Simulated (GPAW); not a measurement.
Wanted: an ASE script for a GPAW 26.7.0 run.

| Item | Value |
| --- | --- |
| Task | relaxation of cell and atoms |
| Functional | BP86 |
| Potentials or basis | PAW data sets generated in the run's folder for this functional |
| Cutoff | 600 eV |
| Basis | pw |
| k mesh | 6 × 6 × 4 |
| Occupations | fermi-dirac, width 0.05 eV |
| Spin | no spin polarisation |
| Maxiter | 150 |
| Optimizer | BFGS |
| Fmax | 0.05 eV/Å |
| Max steps | 100 |
| Convergence | density=1e-06 energy=1e-06 eigenstates=1e-10 |

The system is Te2Pt (Moncheite).

```
Pt Te
1.0
     4.01000    0.00000    0.00000
    -2.00500    3.47276    0.00000
     0.00000    0.00000    5.20100
Pt Te
1 2
Direct
  0.00000 0.00000 0.00000
  0.66667 0.33333 0.75000
  0.33333 0.66667 0.25000
```

One way to write it, as run:

run.py

```python
from ase import Atoms
from ase.filters import FrechetCellFilter
from ase.io import write
from ase.optimize import BFGS
from gpaw import GPAW, PW, setup_paths

setup_paths.insert(0, '.')

atoms = Atoms(['Pt', 'Te', 'Te'],
              cell=[[4.01, 0.0, 0.0],
                    [-2.005, 3.4727618692, 0.0],
                    [0.0, 0.0, 5.201]],
              scaled_positions=[[0.0, 0.0, 0.0],
                                [0.6666666667, 0.3333333333, 0.75],
                                [0.3333333333, 0.6666666667, 0.25]],
              pbc=True)

calc = GPAW(mode=PW(600),
            xc='GGA_X_B88+GGA_C_P86',
            kpts={'size': (6, 6, 4), 'gamma': True},
            occupations={'name': 'fermi-dirac', 'width': 0.05},
            nbands=26,
            convergence={'density': 1e-06, 'energy': 1e-06, 'eigenstates': 1e-10},
            maxiter=150,
            txt='gpaw.txt')
atoms.calc = calc
opt = BFGS(FrechetCellFilter(atoms), trajectory='relax.traj', logfile='-')
done = opt.run(fmax=0.05, steps=100)
calc.write('gs.gpw')
write('result.traj', atoms)
print('Converged:', done)
print('Cell:', atoms.cell.cellpar().round(4))
print('Volume:', round(atoms.get_volume(), 4))
print(atoms.get_scaled_positions().round(5))
```

Potentials or basis: PAW data sets generated in the run's folder for this functional, pw.

Command:

```bash
$ gpaw-setup -f GGA_X_B88+GGA_C_P86 Pt Te
$ OMP_NUM_THREADS=1 python run.py
```

It gave:

* Relaxed volume: 26.19 Å³/atom
* Relaxed cell: a = 4.084 Å, b = 4.084 Å, c = 5.440 Å, α = 90.00°, β = 90.00°, γ = 120.00°
* Space group after relaxing (to 0.05 Å): P-3m1 (No. 164)
* Energy gained by relaxing: 54.1 meV/atom
* Ionic steps: 12
* Pressure after relaxing: 0.2 GPa
* Largest force after relaxing: 0.042 eV/Å
* Band gap on the k mesh: none (metal or under the smearing width)

Caveat: later steps reuse the first step's grids.

Run time: 6.5 min on 1 thread of Arm Neoverse V1, with other jobs on the host, peak memory 0.3 GiB.
